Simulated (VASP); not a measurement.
Runs of VASP 6.6.1 on KBr. Symmetry: Fm-3m, No. 225, cubic system. The conventional cell has a = 6.600 Å, b = 6.600 Å, c = 6.600 Å, α = 90.00°, β = 90.00°, γ = 90.00°. Around Br (site symmetry m-3m) lie 6 K at 3.30 Å. K (site symmetry m-3m) has 6 Br at 3.30 Å as nearest neighbours. 

```tsv
task	level	potentials or basis	cell	cutoff (eV)	smearing	gap on the mesh (eV)	pressure (GPa)
single point	PBEsol	VASP PAW PBE potentials, release 64 (Br, K_sv)	as given	520	gaussian 0.1 eV	4.28	(b)
single point	RPBE	VASP PAW PBE potentials, release 64 (Br, K_sv)	as given	520	gaussian 0.05 eV	4.77	2.2
density of states	PBEsol+D3	VASP PAW PBE potentials, release 64 (Br, K_sv)	as given	520	fermi-dirac 0.02 eV	4.28	(a)
dielectric tensor	vdW-DF	VASP PAW PBE potentials, release 64 (Br, K_pv)	volume scaled by 0.96	500	fermi-dirac 0.05 eV	4.67	-
```

Alike in all rows: no spin polarisation; k mesh 7 × 7 × 7.

**Question.** Estimate the missing entries.

**Answer.** (a) -0.4; (b) -0.3.

Caveats: the PAW data sets were made with another functional, which shifts forces and pressure a little; an odd mesh through Γ misses points on the zone boundary, where band edges often lie (some runs).

A k mesh can miss the band edges, and the runs leave out spin-orbit coupling on Br.

The runs don't all hold the same shells in valence.
